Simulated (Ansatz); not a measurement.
Wanted: the native input for an Ansatz 0.2.0 run.

- Task: band structure
- Functional: PBEsol
- Potentials or basis: all-electron LAPW, relativistic spinors
- Cutoff: 166 eV (chosen from the basis error)
- Basis error allowed: 0.001 eV/atom
- k mesh: 8 × 8 × 8
- Occupations: fermi-dirac, width 0.05 eV
- Spin: spin-orbit coupling, no magnetisation

Sn:

```
Sn
1.0
    -2.02919    2.02919    1.66076
     2.02919   -2.02919    1.66076
     2.02919    2.02919   -1.66076
Sn
1
Direct
  0.00000 0.00000 0.00000
```

This isn't the form of Sn at room conditions, which is tetragonal (white tin).

One way to write it, as run:

input.yaml

```yaml
crystal:
  lattice:
    - [-2.029189411, 2.029189411, 1.6607599896]
    - [2.029189411, -2.029189411, 1.6607599896]
    - [2.029189411, 2.029189411, -1.6607599896]
  atoms:
    - { symbol: Sn, position: [0.0, 0.0, 0.0] }
kpoints:
  mp_grid: { grid: [8, 8, 8] }
  band_path:
    path:
      - [0.0, 0.0, 0.0]
      - [0.0, 0.0, 0.5]
      - [-0.5, 0.5, 0.5]
      - [0.0, 0.0, 0.0]
      - [0.4174590337, 0.4174590337, -0.4174590337]
      - [0.25, 0.25, 0.25]
      - [0.0, 0.5, 0.0]
      - [-0.4174590337, 0.5825409663, 0.4174590337]
    npoints: 6
scf:
  occupations: { method: fermi_dirac, width: 0.05 }
hamiltonian:
  xc: pbesol
  pseudopotentials: { kind: all_electron, lapw: { basis_error: 0.001 } }
magnetization:
  noncollinear: true
  spin_orbit: true
output:
  forces: true
  stress: true
  eigenvalues: true
```

Potentials or basis: all-electron LAPW, relativistic spinors.

Launch:

```sh
$ ansatz run input.yaml --threads 1 --pin off --max-ram 3072MiB --backend cpu --events-out ev --progress --plain --runs-dir out
```

Results of the run:

```yaml
Pressure: -2.0 GPa
Band_gap_along_the_path: none (metal or under the smearing width)
```

Caveat: the k mesh is thin for a metal, which can move the energy by tens of meV per atom.

It took 34 s on 1 thread of Intel(R) Xeon(R) Platinum 8488C (Sapphire Rapids), with other jobs on the host, peak memory 0.44 GiB.
